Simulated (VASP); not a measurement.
The system is Co.

```
Co
1.0
     2.47200    0.00000    0.00000
    -1.23600    2.14081    0.00000
     0.00000    0.00000    4.02114
Co
2
Direct
  0.66667 0.33333 0.75000
  0.33333 0.66667 0.25000
```

Program: VASP 6.6.1. Alike in all runs: spin collinear, ferromagnetic start; cell as given; k mesh 12 × 12 × 7; cutoff (eV) 520.

Q: Order these runs on this cell by their pressure, lowest first.
A. level LDA+U; potentials or basis VASP PAW LDA potentials, release 64 (Co); U Co d U = 8 eV, J = 1.0 eV; smearing methfessel-paxton 0.2 eV; LDAUTYPE 1; hund's J 1
B. level LDA+U; potentials or basis VASP PAW LDA potentials, release 64 (Co); U Co d U = 2 eV, J = 0.5 eV; smearing tetrahedron; LDAUTYPE 1; hund's J 0.5; other keys ISMEAR = -5; SIGMA = 0.02
C. level PBEsol; potentials or basis VASP PAW PBE potentials, release 64 (Co); smearing gaussian 0.02 eV

A: A (-19.5 GPa), B (-16.2 GPa), C (-6.6 GPa).

Caveats: the U is typed as a test and isn't derived for this compound (some runs); tetrahedron occupations give inexact forces and stress in metals (some runs); the PAW data sets were made with another functional, which shifts forces and pressure a little (some runs).

Runs at the PBE level aren't shown here.
